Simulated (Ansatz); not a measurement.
**Ge: a trial structure relaxed**

Aim: relax a trial structure of Ge and see where it ends.

Program: Ansatz 0.2.0. Level of theory: DFT PBE, scalar-relativistic, plane waves, PAW. These are calculated values, not measurements.

## 1. The system as given

The structure is tetragonal, space group I4/mmm (No. 139). Conventional cell: a = 7.053 Å, b = 7.053 Å, c = 4.070 Å, α = 90.00°, β = 90.00°, γ = 90.00°. Ge (site symmetry m2m) has 4 Ge at 2.49 to 2.52 Å as nearest neighbours.

As a file:

```cif
data_structure
_symmetry_space_group_name_H-M 'P 1'
_symmetry_Int_Tables_number 1
_cell_length_a 5.3867
_cell_length_b 5.3867
_cell_length_c 5.3867
_cell_angle_alpha 98.207
_cell_angle_beta 98.207
_cell_angle_gamma 135.603
_cell_volume 101.25
loop_
_atom_site_label
_atom_site_type_symbol
_atom_site_fract_x
_atom_site_fract_y
_atom_site_fract_z
_atom_site_occupancy
Ge1 Ge 0.67848 0.67848 0.35696 1
Ge2 Ge 0.32152 0.32152 0.64304 1
Ge3 Ge 0.32152 0.67848 0.00000 1
Ge4 Ge 0.67848 0.32152 0.00000 1
```

The start is the relaxed end of an invented cell (made as: 4-connected net of one element (I4/mmm, No. 139)), taken up again for a closer look.

## 2. The guess as it stands, on a coarse mesh

input.yaml

```yaml
crystal:
  lattice:
    - [-3.5266607, 3.5266607, 2.0351758]
    - [3.5266607, -3.5266607, 2.0351758]
    - [3.5266607, 3.5266607, -2.0351758]
  atoms:
    - { symbol: Ge, position: [0.678478, 0.678478, 0.356956] }
    - { symbol: Ge, position: [0.321522, 0.321522, 0.643044] }
    - { symbol: Ge, position: [0.321522, 0.678478, 0.0] }
    - { symbol: Ge, position: [0.678478, 0.321522, 0.0] }
basis:
  ecutwfc: 420
kpoints:
  mp_grid: { grid: [6, 6, 6] }
hamiltonian:
  xc: pbe
scf:
  occupations: { method: gaussian, width: 0.1 }
  lower_state_search: "off"
output:
  forces: true
  stress: true
  eigenvalues: true
```

On the command line:

```sh
ansatz run input.yaml --threads 1 --pin off --max-ram 3072MiB --backend cpu --events-out ev --progress --plain --runs-dir out
```

Further runs follow: full relaxation.

Q: Predict the outcome of this session. Wanted: conventional cell; volume; energy over the standard state; gap on the mesh.

As calculated:

| quantity | value |
| --- | --- |
| symmetry at the end (tolerance 0.05 Å) | space group I4/mmm (No. 139) |
| conventional cell | a = 7.053 Å, b = 7.053 Å, c = 4.070 Å, α = 90.00°, β = 90.00°, γ = 90.00° |
| volume | 25.31 Å³/atom |
| energy over the standard state | +0.08 eV/atom |
| gap on the mesh | none (metal) |

What this shows: The space group I4/mmm (No. 139) is kept, at nearly the size of the first guess. It lies above the element's standard state, so it is metastable at best. No finished test with a distortion of lower symmetry is shown, so the end may be a saddle point.
